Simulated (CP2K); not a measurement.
# SnO2 (Pnnm) in CP2K: a series of runs

Aim: see how the results for SnO2 move with the level of theory and the settings. Levels: r2SCAN, TB-mBJ. Tasks: band structure.

Everything below comes from runs of CP2K 2026.2. Logs are shortened: lines on timing, memory, paths and dates and some standing lists are left out, and cuts for length are marked.

## Step 1: The crystal as given

The structure is orthorhombic, space group Pnnm (No. 58). Conventional cell: a = 4.788 Å, b = 4.867 Å, c = 3.241 Å, α = 90.00°, β = 90.00°, γ = 90.00°. Sn (site symmetry 2/m) has 6 O at 2.09 to 2.10 Å as nearest neighbours. O (site symmetry m) has 3 Sn at 2.09 to 2.10 Å as nearest neighbours.

The cell is a database's computed one.

## Step 2: Band structure, r2SCAN

Contents of sno2_bands.inp:

```
&GLOBAL
  PROJECT sno2_bands
  RUN_TYPE ENERGY_FORCE
  PRINT_LEVEL LOW
&END GLOBAL
&FORCE_EVAL
  METHOD QS
  STRESS_TENSOR ANALYTICAL
  &DFT
    BASIS_SET_FILE_NAME BASIS_MOLOPT_UZH
    POTENTIAL_FILE_NAME POTENTIAL_UZH
    &MGRID
      CUTOFF 850
      REL_CUTOFF 60
      NGRIDS 4
    &END MGRID
    &QS
      METHOD GPW
      EPS_DEFAULT 1.0E-9
    &END QS
    &KPOINTS
      SCHEME MONKHORST-PACK 6 6 8
      GAMMA_CENTERED T
      SYMMETRY T
      SYMMETRY_BACKEND SPGLIB
    &END KPOINTS
    &SCF
      SCF_GUESS ATOMIC
      EPS_SCF 1.0E-6
      MAX_SCF 100
      ADDED_MOS 18
      CHOLESKY OFF
      EPS_EIGVAL 1.0E-7
      &DIAGONALIZATION ON
        ALGORITHM STANDARD
      &END DIAGONALIZATION
      &MIXING ON
        METHOD BROYDEN_MIXING
        ALPHA 0.4
        BETA 1.5
        NBUFFER 8
      &END MIXING
      &SMEAR ON
        METHOD FERMI_DIRAC
        ELECTRONIC_TEMPERATURE [K] 580.226
      &END SMEAR
    &END SCF
    &XC
      &XC_FUNCTIONAL
        &MGGA_X_R2SCAN
        &END MGGA_X_R2SCAN
        &MGGA_C_R2SCAN
        &END MGGA_C_R2SCAN
      &END XC_FUNCTIONAL
    &END XC
    &PRINT
      &KPOINTS ON
      &END KPOINTS
      &MULLIKEN ON
      &END MULLIKEN
      &MO ON
        ENERGIES T
        OCCUPATION_NUMBERS T
        &EACH
          QS_SCF 0
        &END EACH
        ADD_LAST NUMERIC
      &END MO
      &BAND_STRUCTURE
        FILE_NAME bands.bs
        ADDED_MOS 6
        &KPOINT_SET
          UNITS B_VECTOR
          NPOINTS 10
          SPECIAL_POINT GAMMA 0.00000000 0.00000000 0.00000000
          SPECIAL_POINT X 0.00000000 0.00000000 0.50000000
          SPECIAL_POINT S 0.50000000 0.00000000 0.50000000
          SPECIAL_POINT Y 0.50000000 0.00000000 0.00000000
          SPECIAL_POINT GAMMA 0.00000000 0.00000000 0.00000000
          SPECIAL_POINT Z 0.00000000 0.50000000 0.00000000
          SPECIAL_POINT U 0.00000000 0.50000000 0.50000000
          SPECIAL_POINT R 0.50000000 0.50000000 0.50000000
          SPECIAL_POINT T 0.50000000 0.50000000 0.00000000
          SPECIAL_POINT Z 0.00000000 0.50000000 0.00000000
        &END KPOINT_SET
        &KPOINT_SET
          UNITS B_VECTOR
          NPOINTS 10
          SPECIAL_POINT Y 0.50000000 0.00000000 0.00000000
          SPECIAL_POINT T 0.50000000 0.50000000 0.00000000
        &END KPOINT_SET
        &KPOINT_SET
          UNITS B_VECTOR
          NPOINTS 10
          SPECIAL_POINT U 0.00000000 0.50000000 0.50000000
          SPECIAL_POINT X 0.00000000 0.00000000 0.50000000
        &END KPOINT_SET
        &KPOINT_SET
          UNITS B_VECTOR
          NPOINTS 10
          SPECIAL_POINT S 0.50000000 0.00000000 0.50000000
          SPECIAL_POINT R 0.50000000 0.50000000 0.50000000
        &END KPOINT_SET
      &END BAND_STRUCTURE
    &END PRINT
  &END DFT
  &SUBSYS
    &CELL
      A 4.7880040000 0.0000000000 0.0000000000
      B 0.0000000000 4.8665820000 0.0000000000
      C 0.0000000000 0.0000000000 3.2408980000
      PERIODIC XYZ
    &END CELL
    &COORD
      SCALED
      Sn  0.0000000000 0.0000000000 0.0000000000
      Sn  0.5000000000 0.5000000000 0.5000000000
      O   0.7081450000 0.6789580000 0.0000000000
      O   0.2081450000 0.8210420000 0.5000000000
      O   0.7918550000 0.1789580000 0.5000000000
      O   0.2918550000 0.3210420000 0.0000000000
    &END COORD
    &KIND Sn
      BASIS_SET TZVP-MOLOPT-SCAN-GTH-q4
      POTENTIAL GTH-SCAN-q4
    &END KIND
    &KIND O
      BASIS_SET TZVP-MOLOPT-SCAN-GTH-q6
      POTENTIAL GTH-SCAN-q6
    &END KIND
    &PRINT
      &ATOMIC_COORDINATES ON
      &END ATOMIC_COORDINATES
      &CELL ON
      &END CELL
    &END PRINT
  &END SUBSYS
  &PRINT
    &FORCES ON
    &END FORCES
    &STRESS_TENSOR ON
    &END STRESS_TENSOR
  &END PRINT
&END FORCE_EVAL
```

Potentials or basis: POTENTIAL_UZH Sn GTH-SCAN-q4, O GTH-SCAN-q6; TZVP-MOLOPT-SCAN-GTH basis.

Launch:

```sh
$ OMP_NUM_THREADS=1 mpirun -n 3 cp2k.psmp -i sno2_bands.inp -o sno2_bands.out
```

sno2_bands.out:

```text

 CP2K| version string:                                       CP2K version 2026.2
 CP2K| Input file name                                            sno2_bands.inp

 GLOBAL| Force Environment number                                              1
 GLOBAL| Basis set file name                                    BASIS_MOLOPT_UZH
 GLOBAL| Potential file name                                       POTENTIAL_UZH
 GLOBAL| MM Potential file name                                     MM_POTENTIAL
 GLOBAL| Coordinate file name                                      __STD_INPUT__
 GLOBAL| Method name                                                        CP2K
 GLOBAL| Project name                                                 sno2_bands
 GLOBAL| Run type                                                   ENERGY_FORCE
 GLOBAL| FFT library                                                       FFTW3
 GLOBAL| Diagonalization library                                       ScaLAPACK
 GLOBAL| Cholesky decomposition library                                ScaLAPACK
 GLOBAL| DGEMM library                                                      BLAS
 GLOBAL| Direct generalized diagonalization requested                          F
 GLOBAL| Matrix multiplication library                                 ScaLAPACK
 GLOBAL| Global print level                                                  LOW
 GLOBAL| Total number of message passing processes                             3
 GLOBAL| Number of threads for this process                                    1
 GLOBAL| CPU model name                          Intel(R) Xeon(R) Platinum 8488C

 CELL| Volume [angstrom^3]:                                            75.516858
 CELL| Vector a [angstrom]:       4.788     0.000     0.000   |a| =     4.788004
 CELL| Vector b [angstrom]:       0.000     4.867     0.000   |b| =     4.866582
 CELL| Vector c [angstrom]:       0.000     0.000     3.241   |c| =     3.240898
 CELL| Angle (b,c), alpha [degree]:                                    90.000000
 CELL| Angle (a,c), beta  [degree]:                                    90.000000
 CELL| Angle (a,b), gamma [degree]:                                    90.000000
 CELL| Numerically orthorhombic:                                             YES
 CELL| Periodicity                                                           XYZ

 CELL_REF| Volume [angstrom^3]:                                        75.516858
 CELL_REF| Vector a [angstrom     4.788     0.000     0.000   |a| =     4.788004
 CELL_REF| Vector b [angstrom     0.000     4.867     0.000   |b| =     4.866582
 CELL_REF| Vector c [angstrom     0.000     0.000     3.241   |c| =     3.240898
 CELL_REF| Angle (b,c), alpha [degree]:                                90.000000
 CELL_REF| Angle (a,c), beta  [degree]:                                90.000000
 CELL_REF| Angle (a,b), gamma [degree]:                                90.000000
 CELL_REF| Numerically orthorhombic:                                         YES
 CELL_REF| Periodicity                                                       XYZ

 GENERATE|  Preliminary Number of Bonds generated:                             0
 GENERATE|  Achieved consistency in connectivity generation.

[... 713 lines left out ...]
 MO|     33               1.045782              28.457178               0.000000
 MO|     34               1.099965              29.931571               0.000000
 MO| Sum:                                                              32.000000
 MO| E(Fermi):            0.158942 a.u.          4.325023 eV

 [... the levels of further k-points ...]

 !-----------------------------------------------------------------------------!
                     Mulliken Population Analysis

 #  Atom  Element  Kind  Atomic population                           Net charge
       1     Sn       1          1.829607                              2.170393
       2     Sn       1          1.829609                              2.170391
       3     O        2          7.085195                             -1.085195
       4     O        2          7.085196                             -1.085196
       5     O        2          7.085197                             -1.085197
       6     O        2          7.085196                             -1.085196
 # Total charge                             32.000000                  0.000000

 !-----------------------------------------------------------------------------!

 KPOINTS| Band Structure Calculation
 KPOINTS| Number of k-point sets                                               4
 KPOINTS| Number of added MOs/bands                                            6
 KPOINTS| Number of k-points in set    1                                      91
 KPOINTS| In units of b-vector [2pi/Bohr]
 KPOINTS| Special point     1       GAMMA     0.000000     0.000000     0.000000
 KPOINTS| Special point     2           X     0.000000     0.000000     0.500000
 KPOINTS| Special point     3           S     0.500000     0.000000     0.500000
 KPOINTS| Special point     4           Y     0.500000     0.000000     0.000000
 KPOINTS| Special point     5       GAMMA     0.000000     0.000000     0.000000
 KPOINTS| Special point     6           Z     0.000000     0.500000     0.000000
 KPOINTS| Special point     7           U     0.000000     0.500000     0.500000
 KPOINTS| Special point     8           R     0.500000     0.500000     0.500000
 KPOINTS| Special point     9           T     0.500000     0.500000     0.000000
 KPOINTS| Special point    10           Z     0.000000     0.500000     0.000000
 KPOINTS| Number of k-points in set    2                                      11
 KPOINTS| In units of b-vector [2pi/Bohr]
 KPOINTS| Special point     1           Y     0.500000     0.000000     0.000000
 KPOINTS| Special point     2           T     0.500000     0.500000     0.000000
 KPOINTS| Number of k-points in set    3                                      11
 KPOINTS| In units of b-vector [2pi/Bohr]
 KPOINTS| Special point     1           U     0.000000     0.500000     0.500000
 KPOINTS| Special point     2           X     0.000000     0.000000     0.500000
 KPOINTS| Number of k-points in set    4                                      11
 KPOINTS| In units of b-vector [2pi/Bohr]
 KPOINTS| Special point     1           S     0.500000     0.000000     0.500000
 KPOINTS| Special point     2           R     0.500000     0.500000     0.500000

 ENERGY| Total FORCE_EVAL ( QS ) energy [hartree]            -71.223234878952894

 FORCES| Atomic forces [hartree/bohr]
 FORCES|   Atom     x               y               z               |f|
 FORCES|      1 -3.22055337E-08 -1.19351596E-08 -2.25720514E-09   3.44200437E-08
 FORCES|      2 -3.50659810E-08  1.41882308E-08  9.13215981E-10   3.78386427E-08
 FORCES|      3 -8.68889265E-03 -1.38624925E-03 -1.68357717E-08   8.79878074E-03
 FORCES|      4 -8.68904702E-03  1.38624655E-03  1.76318136E-08   8.79893275E-03
 FORCES|      5  8.68907990E-03 -1.38628164E-03  1.76447123E-08   8.79897075E-03
 FORCES|      6  8.68892844E-03  1.38628214E-03 -1.68166844E-08   8.79882126E-03
 FORCES| Sum     1.39886666E-09  5.22263814E-11  2.80080623E-10
 FORCES| Total atomic force                                       1.42758562E-09

 STRESS| Analytical stress tensor [bar]
 STRESS|                        x                   y                   z
 STRESS|      x       -2.03771051171E+05   2.03125874127E-04   6.53269088758E-04
 STRESS|      y        2.03125874127E-04  -2.04988656908E+05   4.59001378000E-05
 STRESS|      z        6.53269088758E-04   4.59001378000E-05  -2.65813525630E+05
 STRESS| 1/3 Trace                                            -2.24857744570E+05
 STRESS| Determinant                                          -1.11032314146E+16

 STRESS| Eigenvectors and eigenvalues of the analytical stress tensor [bar]
 STRESS|                        1                   2                   3
 STRESS| Eigenvalues  -2.65813525630E+05  -2.04988656908E+05  -2.03771051171E+05
 STRESS|      x          -0.000000010529     -0.000000166824      1.000000000000
 STRESS|      y          -0.000000000755      1.000000000000      0.000000166824
 STRESS|      z           1.000000000000      0.000000000755      0.000000010529
```

Wall time 65 s (3 MPI ranks of Intel Xeon Platinum 8488C (Sapphire Rapids), shared host).

Results:

* Free energy: -1938.0828 eV
* Pressure: -22.5 GPa
* Largest force: 0.452 eV/Å
* Band gap on the k mesh: 1.22 eV, direct
* Band gap along the path: 1.21 eV, direct
* Mulliken charges: Sn +2.17; O -1.09 e

Forces in eV/Å, atoms in the order of the input:
```
Sn   0.000  0.000  0.000
Sn   0.000  0.000  0.000
O   -0.447 -0.071  0.000
O   -0.447  0.071  0.000
O    0.447 -0.071  0.000
O    0.447  0.071  0.000
```

Levels at the corners of the path, in eV from the valence-band top:
| point | band 13 | band 14 | band 15 | band 16 | band 17 | band 18 | band 19 | band 20 |
| --- | --- | --- | --- | --- | --- | --- | --- | --- |
| Γ | -1.71 | -0.49 | -0.49 | 0.00 | 1.21 | 6.06 | 6.90 | 7.02 |
| X | -1.47 | -1.47 | -1.19 | -1.19 | 6.33 | 6.33 | 10.35 | 10.35 |
| S | -1.12 | -1.12 | -0.74 | -0.74 | 6.53 | 6.53 | 8.57 | 8.57 |
| Y | -1.55 | -1.55 | -0.43 | -0.43 | 4.34 | 4.34 | 7.42 | 7.42 |
| Γ | -1.71 | -0.49 | -0.49 | 0.00 | 1.21 | 6.06 | 6.90 | 7.02 |
| Z | -1.55 | -1.55 | -0.57 | -0.57 | 4.49 | 4.49 | 7.86 | 7.86 |
| U | -0.97 | -0.97 | -0.94 | -0.94 | 6.41 | 6.41 | 8.35 | 8.35 |
| R | -0.85 | -0.85 | -0.67 | -0.67 | 5.02 | 5.02 | 9.84 | 9.84 |
| T | -1.70 | -1.70 | -0.88 | -0.88 | 4.67 | 4.67 | 7.90 | 7.90 |
| Z | -1.55 | -1.55 | -0.57 | -0.57 | 4.49 | 4.49 | 7.86 | 7.86 |
| Y | -1.55 | -1.55 | -0.43 | -0.43 | 4.34 | 4.34 | 7.42 | 7.42 |
| T | -1.70 | -1.70 | -0.88 | -0.88 | 4.67 | 4.67 | 7.90 | 7.90 |
| U | -0.97 | -0.97 | -0.94 | -0.94 | 6.41 | 6.41 | 8.35 | 8.35 |
| X | -1.47 | -1.47 | -1.19 | -1.19 | 6.33 | 6.33 | 10.35 | 10.35 |
| S | -1.12 | -1.12 | -0.74 | -0.74 | 6.53 | 6.53 | 8.57 | 8.57 |
| R | -0.85 | -0.85 | -0.67 | -0.67 | 5.02 | 5.02 | 9.84 | 9.84 |

Caveat: Mulliken charges move with the basis; so large a pressure means that the cell lies far from this level's equilibrium, or that cutoff or potentials fall short; spin-orbit coupling is left out, which moves the levels of the heavy elements; the basis of atomic orbitals isn't converged, which shifts pressures, moduli and gaps.

## Step 3: Band structure, TB-mBJ

sno2_bands.inp, as its differences from that of step 2:

```diff
@@ -2,3 +2,3 @@
   PROJECT sno2_bands
-  RUN_TYPE ENERGY_FORCE
+  RUN_TYPE ENERGY
   PRINT_LEVEL LOW
@@ -7,3 +7,2 @@
   METHOD QS
-  STRESS_TENSOR ANALYTICAL
   &DFT
@@ -14,3 +13,3 @@
       REL_CUTOFF 60
-      NGRIDS 4
+      NGRIDS 5
     &END MGRID
@@ -44,3 +43,3 @@
         METHOD FERMI_DIRAC
-        ELECTRONIC_TEMPERATURE [K] 580.226
+        ELECTRONIC_TEMPERATURE [K] 300.557
       &END SMEAR
@@ -49,6 +48,6 @@
       &XC_FUNCTIONAL
-        &MGGA_X_R2SCAN
-        &END MGGA_X_R2SCAN
-        &MGGA_C_R2SCAN
-        &END MGGA_C_R2SCAN
+        &MGGA_X_TB09
+        &END MGGA_X_TB09
+        &LDA_C_PW
+        &END LDA_C_PW
       &END XC_FUNCTIONAL
@@ -70,6 +69,6 @@
         FILE_NAME bands.bs
-        ADDED_MOS 6
+        ADDED_MOS 2
         &KPOINT_SET
           UNITS B_VECTOR
-          NPOINTS 10
+          NPOINTS 8
           SPECIAL_POINT GAMMA 0.00000000 0.00000000 0.00000000
@@ -87,3 +86,3 @@
           UNITS B_VECTOR
-          NPOINTS 10
+          NPOINTS 8
           SPECIAL_POINT Y 0.50000000 0.00000000 0.00000000
@@ -93,3 +92,3 @@
           UNITS B_VECTOR
-          NPOINTS 10
+          NPOINTS 8
           SPECIAL_POINT U 0.00000000 0.50000000 0.50000000
@@ -99,3 +98,3 @@
           UNITS B_VECTOR
-          NPOINTS 10
+          NPOINTS 8
           SPECIAL_POINT S 0.50000000 0.00000000 0.50000000
@@ -123,8 +122,8 @@
     &KIND Sn
-      BASIS_SET TZVP-MOLOPT-SCAN-GTH-q4
-      POTENTIAL GTH-SCAN-q4
+      BASIS_SET TZVP-MOLOPT-PBE-GTH-q4
+      POTENTIAL GTH-PBE-q4
     &END KIND
     &KIND O
-      BASIS_SET TZVP-MOLOPT-SCAN-GTH-q6
-      POTENTIAL GTH-SCAN-q6
+      BASIS_SET TZVP-MOLOPT-PBE-GTH-q6
+      POTENTIAL GTH-PBE-q6
     &END KIND
@@ -140,4 +139,2 @@
     &END FORCES
-    &STRESS_TENSOR ON
-    &END STRESS_TENSOR
   &END PRINT
```

Potentials or basis: POTENTIAL_UZH Sn GTH-PBE-q4, O GTH-PBE-q6; TZVP-MOLOPT-PBE-GTH basis.

Launch:

```sh
$ OMP_NUM_THREADS=1 mpirun -n 3 cp2k.psmp -i sno2_bands.inp -o sno2_bands.out
```

Wall time 2.5 min (3 MPI ranks of Intel Xeon Platinum 8488C (Sapphire Rapids), shared host).

It converged, with:

| Item | Value |
| --- | --- |
| Band gap on the k mesh | 1.64 eV, direct |
| Band gap along the path | 1.64 eV, direct |
| Mulliken charges | Sn +2.79; O -1.40 e |

Levels at the corners of the path, in eV from the valence-band top:
| point | band 12 | band 13 | band 14 | band 15 | band 16 | band 17 | band 18 | band 19 | band 20 | band 21 |
| --- | --- | --- | --- | --- | --- | --- | --- | --- | --- | --- |
| Γ | -1.28 | -1.24 | -0.51 | -0.49 | 0.00 | 1.64 | 6.69 | 7.01 | 7.17 | 11.00 |
| X | -2.50 | -1.43 | -1.43 | -1.10 | -1.10 | 6.72 | 6.72 | 10.39 | 10.39 | 11.68 |
| S | -1.80 | -0.79 | -0.79 | -0.77 | -0.77 | 6.96 | 6.96 | 8.66 | 8.66 | 11.83 |
| Y | -1.74 | -1.15 | -1.15 | -0.41 | -0.41 | 4.73 | 4.73 | 7.56 | 7.56 | 11.69 |
| Γ | -1.28 | -1.24 | -0.51 | -0.49 | 0.00 | 1.64 | 6.69 | 7.01 | 7.17 | 11.00 |
| Z | -1.91 | -1.14 | -1.14 | -0.52 | -0.52 | 4.87 | 4.87 | 8.05 | 8.05 | 11.52 |
| U | -1.50 | -0.97 | -0.97 | -0.69 | -0.69 | 6.85 | 6.85 | 8.41 | 8.41 | 12.25 |
| R | -2.36 | -0.80 | -0.80 | -0.67 | -0.67 | 5.35 | 5.35 | 9.93 | 9.93 | 11.90 |
| T | -1.66 | -1.34 | -1.34 | -0.80 | -0.80 | 5.23 | 5.23 | 8.05 | 8.05 | 11.78 |
| Z | -1.91 | -1.14 | -1.14 | -0.52 | -0.52 | 4.87 | 4.87 | 8.05 | 8.05 | 11.52 |
| Y | -1.74 | -1.15 | -1.15 | -0.41 | -0.41 | 4.73 | 4.73 | 7.56 | 7.56 | 11.69 |
| T | -1.66 | -1.34 | -1.34 | -0.80 | -0.80 | 5.23 | 5.23 | 8.05 | 8.05 | 11.78 |
| U | -1.50 | -0.97 | -0.97 | -0.69 | -0.69 | 6.85 | 6.85 | 8.41 | 8.41 | 12.25 |
| X | -2.50 | -1.43 | -1.43 | -1.10 | -1.10 | 6.72 | 6.72 | 10.39 | 10.39 | 11.68 |
| S | -1.80 | -0.79 | -0.79 | -0.77 | -0.77 | 6.96 | 6.96 | 8.66 | 8.66 | 11.83 |
| R | -2.36 | -0.80 | -0.80 | -0.67 | -0.67 | 5.35 | 5.35 | 9.93 | 9.93 | 11.90 |

Caveat: Mulliken charges move with the basis; this is a model potential without an energy functional, so only levels have meaning; the potentials were made for another functional, which shifts forces and pressure; spin-orbit coupling is left out, which moves the levels of the heavy elements; the basis of atomic orbitals isn't converged, which shifts pressures, moduli and gaps.
